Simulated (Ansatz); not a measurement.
**CsCl at 50 GPa: from Born charge to LO–TO splitting and polaron coupling**

The calculation used DFT LDA, scalar-relativistic, plane waves, PAW in Ansatz 0.2.0. Settings: 420 eV plane-wave cutoff, Γ-centred 8×8×8 mesh, fixed occupations. No spin polarisation. Phonons by linear response, acoustic sum rule imposed.

The cell, relaxed at 50 GPa:
```
Cs Cl
1.0
     3.32341    0.00000    0.00000
     0.00000    3.32341    0.00000
     0.00000    0.00000    3.32341
Cs Cl
1 1
Cartesian
  0.0000 0.0000 0.0000
  1.6617 1.6617 1.6617
```

Spin–orbit coupling is left out, which matters for heavy elements. Other phases may be more stable at this pressure.

Linear response gives ν_TO = 307.8 cm⁻¹, Born charges ±1.553 e (positive on Cs) and ε∞ = 5.123. The primitive cell holds 36.707 Å³, and the masses are 132.905 and 35.450 amu.

Q: Find ν_LO and the static dielectric constant.

A: The long-wave field adds a restoring force: ω_LO² − ω_TO² = Z*²e²/(ε_vac ε∞ μV). In these units ν_LO² − ν_TO² = 4.92064×10⁷ Z*²/(μ V ε∞) cm⁻², with μ = m₁m₂/(m₁ + m₂) = 27.985 amu: 22546 cm⁻². So ν_LO = √(307.8² + 22546) = 342.4 cm⁻¹, and the run gives 342.4. Lyddane–Sachs–Teller then gives ε0 = ε∞ (ν_LO/ν_TO)² = 6.34, against 6.34 in the run (it forms both from the same three quantities, so the match checks the arithmetic only). Between ν_TO and ν_LO the dielectric function is negative and an undamped crystal reflects fully: a reststrahlen band from 29.2 to 32.5 μm.

Q: What do the Clausius–Mossotti polarisability and the Szigeti charge come to?

A: With the Lorentz local field, α = (3V/4π)(ε∞ − 1)/(ε∞ + 2) = 5.07 Å³ for the pair, and e_S = 3Z*/(ε∞ + 2) = 0.65 e. The Born charge includes the electrons' response to the dipole's own local field, and e_S takes that enhancement out. The Lorentz field assumes point-like polarisable ions, a poor picture once ε∞ is this large, since the electron clouds then overlap or are shared, so both numbers are formal here.

Q: How strongly does a slow electron couple to the LO mode?

A: For one isotropic parabolic band, Fröhlich's constant is α_F = (1/ε∞ − 1/ε0) √(m* Ry/ħω_LO), with Ry = 13.606 eV, ħω_LO = 42.5 meV and m* in free-electron masses: α_F = 0.0375 × 17.90 × √m* = 0.67 √m*. The band mass isn't part of this run; for m* = 0.1, 0.3 and 1 it gives 0.21, 0.37, 0.67. In weak coupling the polaron lies α_F ħω_LO below the band edge (16 meV at m* = 0.3) with a mass m*(1 + α_F/6); past α_F of about 5 or 6 that expansion fails. A semilocal functional's ε∞ tends to be too large, which taken alone lowers α_F.